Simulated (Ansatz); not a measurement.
Geometry optimisation, DFT PBEsol, scalar-relativistic, plane waves, PAW in Ansatz 0.2.0.

Input:

```yaml
crystal:
  lattice:
    - [6.6355, 0.0, 0.0]
    - [0.0, 6.6355, 0.0]
    - [0.0, 0.0, 5.989]
  atoms:
    - { symbol: Zr, position: [0.0, 0.5, 0.25] }
    - { symbol: Zr, position: [0.0, 0.0, 0.0] }
    - { symbol: Si, position: [0.5, 0.0, 0.25] }
    - { symbol: Si, position: [0.0, 0.0, 0.5] }
    - { symbol: O, position: [0.5, 0.3163, 0.8214] }
    - { symbol: O, position: [0.6837, 0.0, 0.0714] }
    - { symbol: O, position: [0.0, 0.1837, 0.3214] }
    - { symbol: O, position: [0.3163, 0.0, 0.0714] }
    - { symbol: O, position: [0.5, 0.1837, 0.4286] }
    - { symbol: O, position: [0.1837, 0.0, 0.6786] }
    - { symbol: O, position: [0.5, 0.8163, 0.4286] }
    - { symbol: O, position: [0.3163, 0.5, 0.1786] }
    - { symbol: Zr, position: [0.5, 0.0, 0.75] }
    - { symbol: Zr, position: [0.5, 0.5, 0.5] }
    - { symbol: Si, position: [0.0, 0.5, 0.75] }
    - { symbol: Si, position: [0.5, 0.5, 0.0] }
    - { symbol: O, position: [0.0, 0.8163, 0.3214] }
    - { symbol: O, position: [0.1837, 0.5, 0.5714] }
    - { symbol: O, position: [0.5, 0.6837, 0.8214] }
    - { symbol: O, position: [0.8163, 0.5, 0.5714] }
    - { symbol: O, position: [0.0, 0.6837, 0.9286] }
    - { symbol: O, position: [0.6837, 0.5, 0.1786] }
    - { symbol: O, position: [0.0, 0.3163, 0.9286] }
    - { symbol: O, position: [0.8163, 0.0, 0.6786] }
    - { symbol: Si, position: [0.2435645, 0.4184, 0.8528112] }
basis:
  ecutwfc: 420.0
kpoints:
  mp_grid: { grid: [2, 2, 2] }
hamiltonian:
  xc: pbesol
  pseudopotentials: { kind: paw, azcp: { folder: soft_1 } }
scf:
  occupations: { method: gaussian, width: 0.02 }
  lower_state_search: "off"
relax:
  f_tol: 0.03
  max_steps: 60
  adjacent_minimum: "off"
```

Run as:

```bash
$ ansatz run input.yaml --threads 2 --pin off --max-ram 5120MiB --backend cpu --events-out ev --progress --plain --runs-dir out
```

Question: Where does it end, and by what steps?

Answer: It converged. Limits of this set-up: coarse k mesh, PAW files made for another functional, a small cell, in which the defect meets its images. After 24 steps the energy has fallen by 10.017 eV; Si16 moved furthest, 1.01 Å. The start is strongly strained (largest force component 13 eV/Å), so its close contacts needn't be bonds. Parted: O5–Si16 (1.62 → 2.81 Å), O23–Si25 (1.81 → 2.55 Å). Joined: O8–Si16 (3.56 → 1.84 Å).

```csv
step,energy less start (eV),largest force component (eV/Å),accepted
0,0.0000,12.603,yes
1,-3.5832,4.840,yes
2,-5.5237,3.739,yes
3,-6.7106,2.140,yes
4,-7.5298,2.283,yes
5,-7.9292,1.964,yes
6,-8.4030,1.246,yes
7,-8.8118,0.924,yes
8,-8.9912,1.104,yes
9,-8.7762,1.694,no
10,-9.1531,0.399,yes
11,-9.1944,0.442,yes
12,-9.2303,0.319,yes
13,-9.3273,0.663,yes
14,-9.4389,1.297,yes
15,-9.5783,1.184,yes
16,-9.7685,0.825,yes
17,-9.9512,0.548,yes
18,-9.9470,0.814,no
19,-10.0102,0.172,yes
20,-10.0158,0.097,yes
21,-10.0157,0.089,no
22,-10.0158,0.097,yes
23,-10.0157,0.089,no
24,-10.0173,0.025,yes
```

```xyz
25
Lattice="6.6355 0.0000 0.0000 0.0000 6.6355 0.0000 0.0000 0.0000 5.9890" Properties=species:S:1:pos:R:3
Zr -0.335 3.444 1.354
Zr 0.139 0.091 -0.080
Si 3.513 -0.073 1.405
Si 0.142 0.087 2.883
O 3.493 1.920 4.663
O 4.635 0.016 0.250
O 0.162 1.342 1.828
O 2.303 -0.783 0.465
O 3.284 1.253 2.284
O 1.383 -0.141 3.924
O 3.725 5.467 2.595
O 1.747 3.799 1.771
Zr 3.530 -0.105 4.324
Zr 3.273 3.302 3.036
Si -0.182 3.306 4.507
Si 2.716 4.062 0.324
O -0.118 5.548 1.780
O 1.278 2.781 3.978
O 3.357 4.494 4.777
O 5.458 3.382 3.255
O -0.066 4.599 5.481
O 4.171 3.609 1.071
O -0.525 2.203 5.650
O 5.606 0.178 4.006
Si 2.012 2.080 5.454
```

Whether the end is a true minimum wasn't checked by a vibrational analysis.

The run took 120 s on 2 threads of Arm Neoverse V2, with other jobs on the host, peak memory 0.69 GiB.
